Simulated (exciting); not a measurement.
# Co (P6_3/mmc) in exciting: band structure with PBE

Aim: the band structure of Co with PBE.

Program: exciting (release sodium). These are calculated values, not measurements. Logs are shortened: lines on timing, memory, paths and dates and some standing lists are left out, and cuts for length are marked.

### Step 1. The crystal as given

It takes space group P6_3/mmc (No. 194, hexagonal). The conventional cell has a = 2.472 Å, b = 2.472 Å, c = 4.021 Å, α = 90.00°, β = 90.00°, γ = 120.00°. Co (site symmetry -6m2) has 12 Co at 2.47 Å as nearest neighbours.

### Step 2. Band structure, PBE, collinear spin, ferromagnetic start

Contents of input.xml:

```xml
<input>
  <title>Co</title>
  <structure speciespath="./" tshift="false">
    <crystal scale="1">
      <basevect>0.000000000000 4.671402797149 0.000000000000</basevect>
      <basevect>-4.045553493596 -2.335701398575 0.000000000000</basevect>
      <basevect>0.000000000000 0.000000000000 7.598861018860</basevect>
    </crystal>
    <species speciesfile="Co.xml" rmt="2">
      <atom coord="0.666666666700 0.333333333300 0.750000000000" bfcmt="0 0 -8"/>
      <atom coord="0.333333333300 0.666666666700 0.250000000000" bfcmt="0 0 -8"/>
    </species>
  </structure>
  <groundstate do="fromscratch" ngridk="12 12 7" rgkmax="9" gmaxvr="14" lmaxapw="10" lmaxmat="10" lmaxvr="8" xctype="GGA_PBE" stype="Fermi Dirac" swidth="0.00183747" nempty="28" ValenceRelativity="iora*" epsengy="1e-05" epspot="1e-05" maxscl="90" outputlevel="normal">
    <spin reducebf="0.5"/>
  </groundstate>
  <properties>
    <bandstructure>
      <plot1d>
        <path steps="80">
          <point coord="0 0 0" label="G"/>
          <point coord="0.5 0 0" label="M"/>
          <point coord="0.3333333333 0.3333333333 0" label="K"/>
          <point coord="0 0 0" label="G"/>
          <point coord="0 0 0.5" label="A"/>
          <point coord="0.5 0 0.5" label="L"/>
          <point coord="0.3333333333 0.3333333333 0.5" label="H"/>
          <point coord="0 0 0.5" label="A" breakafter="true"/>
          <point coord="0.5 0 0.5" label="L"/>
          <point coord="0.5 0 0" label="M" breakafter="true"/>
          <point coord="0.3333333333 0.3333333333 0" label="K"/>
          <point coord="0.3333333333 0.3333333333 0.5" label="H"/>
        </path>
      </plot1d>
    </bandstructure>
  </properties>
</input>
```

Potentials or basis: all-electron LAPW+lo, shipped species files, valence relativity iora*.

Launch:

```
> OMP_NUM_THREADS=1 exciting_smp
```

INFO.OUT:

```text
================================================================================
EXCITING SODIUM started
[... 10 lines left out ...]

 Lattice vectors (cartesian) :
      0.0000000000      4.6714027971      0.0000000000
     -4.0455534936     -2.3357013986      0.0000000000
      0.0000000000      0.0000000000      7.5988610189

 Reciprocal lattice vectors (cartesian) :
     -0.7765544711      1.3450317988      0.0000000000
     -1.5531089422      0.0000000000      0.0000000000
      0.0000000000     -0.0000000000      0.8268588268

 Unit cell volume                           :     143.6063903531
 Brillouin zone volume                      :       1.7272923080

 Species :    1 (Co)
     parameters loaded from                 :    Co.xml
     name                                   :    cobalt
     nuclear charge                         :     -27.00000000
     electronic charge                      :      27.00000000
     atomic mass                            :  107428.65170000
     muffin-tin radius                      :       2.00000000
     # of radial points in muffin-tin       :     350

     atomic positions (lattice) :
       1 :   0.66666667  0.33333333  0.75000000
       2 :   0.33333333  0.66666667  0.25000000

     magnetic fields (cartesian) :
       1 :   0.00000000  0.00000000 -8.00000000
       2 :   0.00000000  0.00000000 -8.00000000

 Total number of atoms per unit cell        :       2

 Spin treatment                             :    spin-polarised
 Global magnetic field (cartesian) :        0.00000000   0.00000000   0.00000000
 collinear magnetisation in z-direction

 Number of Bravais lattice symmetries       :      24
 Number of crystal symmetries               :      12

 k-point grid                               :      12   12    7
 Total number of k-points                   :     112
 k-point set is reduced with crystal symmetries

 R^MT_min * |G+k|_max (rgkmax)              :       9.00000000
 Species with R^MT_min                      :       1 (Co)
 Maximum |G+k| for APW functions            :       4.50000000
 Maximum |G| for potential and density      :      14.00000000

 G-vector grid sizes                        :      24    24    36
 Total number of G-vectors                  :    6681

 Maximum angular momentum used for
     APW functions                          :      10
     computing H and O matrix elements      :      10
     potential and density                  :       8
     inner part of muffin-tin               :       2

 Total nuclear charge                       :     -54.00000000
 Total electronic charge                    :      54.00000000
 Total core charge                          :      24.00000000
 Total valence charge                       :      30.00000000

 Number of empty states                     :      28
 Total number of valence states             :      88

 Maximum Hamiltonian size                   :     257
 Maximum number of plane-waves              :     233
 Total number of local-orbitals             :      24

 Exchange-correlation type                  :      20
     Perdew-Burke-Ernzerhof, Phys. Rev. Lett. 77, 3865 (1996)
     Generalised gradient approximation (GGA)

 Smearing scheme                            :    Fermi-Dirac
 Smearing width                             :       0.00183747

 Using multisecant Broyden potential mixing
[... 16 lines left out ...]
+ SCF iteration number :    1                                                  +
++++++++++++++++++++++++++++++++++++++++++++++++++++++++++++++++++++++++++++++++
 Total energy                               :     -2783.13171519
 _______________________________________________________________
 Fermi energy                               :         0.39852556
 Kinetic energy                             :      2830.18364755
 Coulomb energy                             :     -5494.06464631
 Exchange energy                            :      -116.69500331
 Correlation energy                         :        -2.55571312
 No external B-field energy in total energy

 DOS at Fermi energy (states/Ha/cell)       :        53.31342040

 Electron charges :
     core                                   :        24.00000000
     core leakage                           :         0.00722664
     valence                                :        30.00000000
     interstitial                           :         3.54070275
     charge in muffin-tin spheres :
                  atom     1    Co          :        25.22964862
                  atom     2    Co          :        25.22964862
     total charge in muffin-tins            :        50.45929725
     total charge                           :        54.00000000

 Moments :
     interstitial                           :        -0.01419524
     moment in muffin-tin spheres :
                  atom     1    Co          :         1.53136815
                  atom     2    Co          :         1.53136815
     total moment in muffin-tins            :         3.06273630
     total moment                           :         3.04854106

++++++++++++++++++++++++++++++++++++++++++++++++++++++++++++++++++++++++++++++++
+ SCF iteration number :    2                                                  +
++++++++++++++++++++++++++++++++++++++++++++++++++++++++++++++++++++++++++++++++
 Total energy                               :     -2786.51977513
 _______________________________________________________________
 Fermi energy                               :         0.38360589
 Kinetic energy                             :      2828.66143409
 Coulomb energy                             :     -5495.78006615
 Exchange energy                            :      -116.84463455
 Correlation energy                         :        -2.55650852
 No external B-field energy in total energy

 DOS at Fermi energy (states/Ha/cell)       :        91.49128014

 Electron charges :
     core                                   :        24.00000000
     core leakage                           :         0.00712693
     valence                                :        30.00000000
     interstitial                           :         3.45855649
     charge in muffin-tin spheres :
                  atom     1    Co          :        25.27072176
                  atom     2    Co          :        25.27072176
     total charge in muffin-tins            :        50.54144351
     total charge                           :        54.00000000

 Moments :
     interstitial                           :        -0.01702398
     moment in muffin-tin spheres :
                  atom     1    Co          :         1.37731921
                  atom     2    Co          :         1.37731921
     total moment in muffin-tins            :         2.75463843
     total moment                           :         2.73761445

 RMS change in effective potential (target) :  0.353411E-01  ( 0.100000E-04)
 Absolute change in total energy   (target) :   3.38806      ( 0.100000E-04)
 Charge distance                   (target) :  0.459684E-02  ( 0.100000E-04)
[... 544 lines left out ...]
 Moments :
     interstitial                           :        -0.13878706
     moment in muffin-tin spheres :
                  atom     1    Co          :         1.66230218
                  atom     2    Co          :         1.66230218
     total moment in muffin-tins            :         3.32460437
     total moment                           :         3.18581731

 RMS change in effective potential (target) :  0.831295E-07  ( 0.100000E-04)
 Absolute change in total energy   (target) :  0.156207E-05  ( 0.100000E-04)
 Charge distance                   (target) :  0.619284E-07  ( 0.100000E-04)

++++++++++++++++++++++++++++++++++++++++++++++++++++++++++++++++++++++++++++++++
+ SCF iteration number :   18                                                  +
++++++++++++++++++++++++++++++++++++++++++++++++++++++++++++++++++++++++++++++++
 Total energy                               :     -2786.95493281
 _______________________________________________________________
 Fermi energy                               :         0.37890805
 Kinetic energy                             :      2828.15249034
 Coulomb energy                             :     -5495.68899066
 Exchange energy                            :      -116.86350895
 Correlation energy                         :        -2.55492354
 No external B-field energy in total energy

 DOS at Fermi energy (states/Ha/cell)       :        52.66127451

 Electron charges :
     core                                   :        24.00000000
     core leakage                           :         0.00709575
     valence                                :        30.00000000
     interstitial                           :         3.47442284
     charge in muffin-tin spheres :
                  atom     1    Co          :        25.26278858
                  atom     2    Co          :        25.26278858
     total charge in muffin-tins            :        50.52557716
     total charge                           :        54.00000000

 Moments :
     interstitial                           :        -0.13878500
     moment in muffin-tin spheres :
                  atom     1    Co          :         1.66229251
                  atom     2    Co          :         1.66229251
     total moment in muffin-tins            :         3.32458502
     total moment                           :         3.18580001

 RMS change in effective potential (target) :  0.506838E-07  ( 0.100000E-04)
 Absolute change in total energy   (target) :  0.151443E-05  ( 0.100000E-04)
 Charge distance                   (target) :  0.440088E-07  ( 0.100000E-04)

++++++++++++++++++++++++++++++++++++++++++++++++++++++++++++++++++++++++++++++++
| Convergency criteria checked for the last 2 iterations                       +
| Convergence targets achieved. Performing final SCF iteration                 +
++++++++++++++++++++++++++++++++++++++++++++++++++++++++++++++++++++++++++++++++
 Total energy                               :     -2786.95493293
 _______________________________________________________________
 Fermi energy                               :         0.37890800
 Kinetic energy                             :      2828.15248914
 Coulomb energy                             :     -5495.68898975
 Exchange energy                            :      -116.86350877
 Correlation energy                         :        -2.55492355
 No external B-field energy in total energy

 DOS at Fermi energy (states/Ha/cell)       :        52.66139082

 Electron charges :
     core                                   :        24.00000000
     core leakage                           :         0.00709575
     valence                                :        30.00000000
     interstitial                           :         3.47442282
     charge in muffin-tin spheres :
                  atom     1    Co          :        25.26278859
                  atom     2    Co          :        25.26278859
     total charge in muffin-tins            :        50.52557718
     total charge                           :        54.00000000

 Moments :
     interstitial                           :        -0.13878493
     moment in muffin-tin spheres :
                  atom     1    Co          :         1.66229090
                  atom     2    Co          :         1.66229090
     total moment in muffin-tins            :         3.32458181
     total moment                           :         3.18579688

++++++++++++++++++++++++++++++++++++++++++++++++++++++++++++++++++++++++++++++++
[... 7 lines left out ...]

--------------------------------------------------------------------------------
- CAUTION! Warnings have been written in file WARNING.OUT !                    -
--------------------------------------------------------------------------------
================================================================================
| EXCITING SODIUM stopped                                                      =
================================================================================
```

Wall time 4.7 min (1 thread of Arm Neoverse V2, shared host); peak memory 0.15 GiB.

Results:

```
Free energy                                       : -75836.9230 eV
Band gap on the k mesh                            : none (metal or under the smearing width)
Net moment                                        : 3.19 μB per cell
Site moments                                      : Co +1.66 μB
All electrons inside the program's atomic spheres : Co 25.26 (radii Co 2.0 bohr)
```

Levels at the corners of the path, in eV from the Fermi level:
Spin up:
| point | band 13 | band 14 | band 15 | band 16 | band 17 | band 18 | band 19 | band 20 |
| --- | --- | --- | --- | --- | --- | --- | --- | --- |
| Γ | -2.28 | -1.90 | -1.90 | -0.77 | -0.77 | -0.23 | 6.46 | 22.09 |
| M | -2.21 | -0.61 | -0.55 | -0.46 | 1.37 | 3.42 | 9.80 | 10.43 |
| K | -1.93 | -0.89 | -0.89 | -0.78 | 4.60 | 5.45 | 5.45 | 12.54 |
| Γ | -2.28 | -1.90 | -1.90 | -0.77 | -0.77 | -0.23 | 6.46 | 22.09 |
| A | -2.67 | -2.67 | -1.10 | -1.10 | -1.10 | -1.10 | 15.23 | 15.23 |
| L | -1.03 | -1.03 | -0.52 | -0.52 | 1.58 | 1.58 | 7.48 | 7.48 |
| H | -1.89 | -1.89 | -0.71 | -0.71 | 5.83 | 5.83 | 7.49 | 7.49 |
| A | -2.67 | -2.67 | -1.10 | -1.10 | -1.10 | -1.10 | 15.23 | 15.23 |
| L | -1.03 | -1.03 | -0.52 | -0.52 | 1.58 | 1.58 | 7.48 | 7.48 |
| M | -2.21 | -0.61 | -0.55 | -0.46 | 1.37 | 3.42 | 9.80 | 10.43 |
| K | -1.93 | -0.89 | -0.89 | -0.78 | 4.60 | 5.45 | 5.45 | 12.54 |
| H | -1.89 | -1.89 | -0.71 | -0.71 | 5.83 | 5.83 | 7.49 | 7.49 |
Spin down:
| point | band 12 | band 13 | band 14 | band 15 | band 16 | band 17 |
| --- | --- | --- | --- | --- | --- | --- |
| Γ | -0.62 | -0.62 | -0.26 | -0.16 | -0.16 | 1.08 |
| M | -1.09 | -0.66 | 1.24 | 1.34 | 1.40 | 2.61 |
| K | -1.42 | -0.35 | 0.92 | 0.92 | 1.07 | 5.39 |
| Γ | -0.62 | -0.62 | -0.26 | -0.16 | -0.16 | 1.08 |
| A | -1.05 | -1.05 | -1.05 | 0.73 | 0.73 | 0.73 |
| L | -0.06 | 0.24 | 0.24 | 1.34 | 1.34 | 2.24 |
| H | -1.79 | -0.20 | -0.20 | 1.11 | 1.11 | 6.48 |
| A | -1.05 | -1.05 | -1.05 | 0.73 | 0.73 | 0.73 |
| L | -0.06 | 0.24 | 0.24 | 1.34 | 1.34 | 2.24 |
| M | -1.09 | -0.66 | 1.24 | 1.34 | 1.40 | 2.61 |
| K | -1.42 | -0.35 | 0.92 | 0.92 | 1.07 | 5.39 |
| H | -1.79 | -0.20 | -0.20 | 1.11 | 1.11 | 6.48 |

Caveat: the log's total energy holds no entropy term; the free energy is that total less TS from the occupations.
